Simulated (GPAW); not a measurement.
The system is AlRu.

```xyz
2
Lattice="2.9916 0.0000 0.0000 0.0000 2.9916 0.0000 0.0000 0.0000 2.9916" Properties=species:S:1:pos:R:3 pbc="T T T"
Ru    1.4958    1.4958    1.4958
Al    0.0000    0.0000    0.0000
```

```yaml
Program: GPAW 26.7.0
Task: relaxation of cell and atoms
Functional: PBEsol
Dispersion: D3(BJ)
Potentials_or_basis: PAW data sets generated in the run's folder for this functional
Cutoff: 600 eV
Basis: pw
k_mesh: 9 × 9 × 9
Occupations: fermi-dirac, width 0.05 eV
Spin: no spin polarisation
```

At the start: pressure -8.4 GPa; volume 13.39 Å³/atom.

Problem. Where does the relaxation end?

Solution. Over 4 steps the energy falls by 13.8 meV/atom and the volume is 12.87 Å³/atom (-3.9 %); space group Pm-3m (No. 221, to 0.05 Å).

The path:
| step | energy change (eV) | largest force (eV/Å) | pressure (GPa) | volume (Å³) |
| --- | --- | --- | --- | --- |
| 1 | 0.0000 | 0.0000 | -8.43 | 26.77 |
| 2 | -0.0171 | 0.0000 | -5.37 | 26.37 |
| 3 | -0.0275 | 0.0000 | 0.28 | 25.71 |
| 4 | -0.0275 | 0.0000 | -0.01 | 25.74 |

Final structure:
```yaml
crystal:
  lattice:
    - [2.95267, 0.00000, 0.00000]
    - [0.00000, 2.95267, 0.00000]
    - [0.00000, 0.00000, 2.95267]
  atoms:
    - { symbol: Ru, position: [0.50000, 0.50000, 0.50000] }
    - { symbol: Al, position: [0.00000, 0.00000, 0.00000] }
```

Caveat: later steps reuse the first step's grids; pairwise dispersion overbinds metals, which lowers pressure and volume.
